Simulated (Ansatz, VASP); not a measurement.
# Two plane-wave programs on KCl

The input INCAR:

```
SYSTEM = KCl
PREC = Accurate
ENCUT = 520
EDIFF = 1E-7
ISMEAR = -1
SIGMA = 0.05
LREAL = .False.
LASPH = .True.
NELM = 100
ALGO = Normal
ISIF = 2
LWAVE = .False.
LCHARG = .False.
GGA = PS
NBANDS = 15
```

KPOINTS

```
Automatic mesh
0
Gamma
  7 7 7
  0 0 0
```

Contents of POSCAR:

```
KCl
1.0
    3.9144934694      0.0000000000      0.0000000000
    0.0000000000      3.9144934694      0.0000000000
    0.0000000000      0.0000000000      3.9144934694
K Cl
1 1
Direct
    0.0000000000      0.0000000000      0.0000000000
    0.5000000000      0.5000000000      0.5000000000
```

The input input.yaml:

```yaml
crystal:
  lattice:
    - [3.9144934694, 0.0, 0.0]
    - [0.0, 3.9144934694, 0.0]
    - [0.0, 0.0, 3.9144934694]
  atoms:
    - { symbol: K, position: [0.0, 0.0, 0.0] }
    - { symbol: Cl, position: [0.5, 0.5, 0.5] }
hamiltonian:
  xc: pbesol
  pseudopotentials: { kind: paw }
kpoints:
  mp_grid: { grid: [7, 7, 7] }
scf:
  occupations: { method: fermi_dirac, width: 0.05 }
output:
  forces: true
  stress: true
  eigenvalues: true
  write_density: true
  write_potential: true
  elf: true
  volumetric_format: npy
```

Change from the starting cell: volume scaled by 1.06.

Alike in both runs: task single point; functional PBEsol; k mesh 7 × 7 × 7; occupations fermi-dirac, width 0.05 eV; no spin polarisation.

|  | VASP | Ansatz |
| --- | --- | --- |
| version | VASP 6.6.1 | Ansatz 0.2.0 |
| potentials or method | VASP PAW PBE potentials, release 64 (K_sv, Cl) | Ansatz PAW |
| plane-wave cutoff (eV) | 520 | 420 |
| valence electrons in the cell | 16 | 16 |

```csv
,VASP,Ansatz,Ansatz less VASP
gap on the k mesh at the Fermi level (eV),4.42,4.42,+0.002
least direct gap on the mesh (eV),4.60,4.60,+0.002
pressure (GPa),-2.1,-2.2,-0.01
```

The functional is the same, so the differences come from potentials, cutoffs and numerics.

Caveats: the PAW data sets were made with another functional, which shifts forces and pressure a little (VASP); an odd mesh through Γ misses points on the zone boundary, where band edges often lie (VASP); odd divisions of the mesh miss points on the zone boundary, where band edges often lie, so the gap on the mesh can be too wide (Ansatz); the PAW data sets come from PBE, with cores solved anew for the run's functional, which leaves a small shift of forces and pressure (Ansatz).
